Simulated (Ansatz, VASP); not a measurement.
## One calculation of MoS2, two programs

File INCAR:

```
SYSTEM = MoS2
PREC = Accurate
ENCUT = 520
EDIFF = 1E-6
ISMEAR = -1
SIGMA = 0.05
LREAL = .False.
LASPH = .True.
NELM = 100
ALGO = Normal
ISIF = 2
LWAVE = .False.
LCHARG = .True.
GGA = B5
ALDAX = 1.0
AGGAX = 1.0
AGGAC = 1.0
ALDAC = 0.0
IVDW = 13
VDW_S6 = 1.0
VDW_S8 = 2.34076671
VDW_A1 = 0.44488865
VDW_A2 = 4.0933009
LELF = .True.
LVHAR = .True.
NBANDS = 20
```

Contents of KPOINTS:

```
regular mesh
0
Gamma
  9 9 4
  0 0 0
```

Contents of POSCAR:

```
MoS2
1.0
    3.2907642509      0.0000000000      0.0000000000
   -1.6453821255      2.8498854391      0.0000000000
    0.0000000000      0.0000000000      6.4362788402
Mo S
1 2
Direct
    0.0000000000      0.0000000000      0.5000000000
    0.6666666667      0.3333333333      0.7446806800
    0.3333333333      0.6666666667      0.2553193200
```

File input.yaml:

```yaml
crystal:
  lattice:
    - [3.2907642509, 0.0, 0.0]
    - [-1.6453821255, 2.8498854391, 0.0]
    - [0.0, 0.0, 6.4362788402]
  atoms:
    - { symbol: Mo, position: [0.0, 0.0, 0.5] }
    - { symbol: S, position: [0.6666666667, 0.3333333333, 0.74468068] }
    - { symbol: S, position: [0.3333333333, 0.6666666667, 0.25531932] }
hamiltonian:
  xc: blyp
  pseudopotentials: { kind: paw }
  dispersion: d4
kpoints:
  mp_grid: { grid: [9, 9, 4] }
scf:
  occupations: { method: fermi_dirac, width: 0.05 }
output:
  forces: true
  stress: true
  eigenvalues: true
  write_density: true
  write_potential: true
  elf: true
  volumetric_format: npy
```

Measurements of this composition are mostly on another form, of space group No. 194.

Alike in both runs: task single point; functional BLYP; dispersion D4; k mesh 9 × 9 × 4; occupations fermi-dirac, width 0.05 eV; no spin polarisation.

|  | VASP | Ansatz |
| --- | --- | --- |
| version | VASP 6.6.1 | Ansatz 0.2.0 |
| potentials or method | VASP PAW PBE potentials, release 64 (Mo_sv, S) | Ansatz PAW |
| plane-wave cutoff (eV) | 520 | 420 |
| valence electrons in the cell | 26 | 26 |

|  | VASP | Ansatz | Ansatz less VASP |
| --- | --- | --- | --- |
| gap on the k mesh at the Fermi level (eV) | none | none | - |
| pressure (GPa) | -5.5 | -5.5 | -0.03 |
| largest component of the traceless stress (GPa) | 0.68 | 0.68 | +0.003 |
| rms of the force components (eV/Å) | 0.114 | 0.119 | +0.0052 |
| dispersion energy (meV/atom) | -729.7 | -729.9 | -0.15 |

Atom by atom the forces differ by 0.005 eV/Å (rms over components). A gap of «none» marks a metal or a gap that the smearing closes.

Caveats: the PAW data sets were made with another functional, which shifts forces and pressure a little (VASP); the PAW data sets come from PBE, with cores solved anew for the run's functional, which leaves a small shift of forces and pressure (Ansatz).
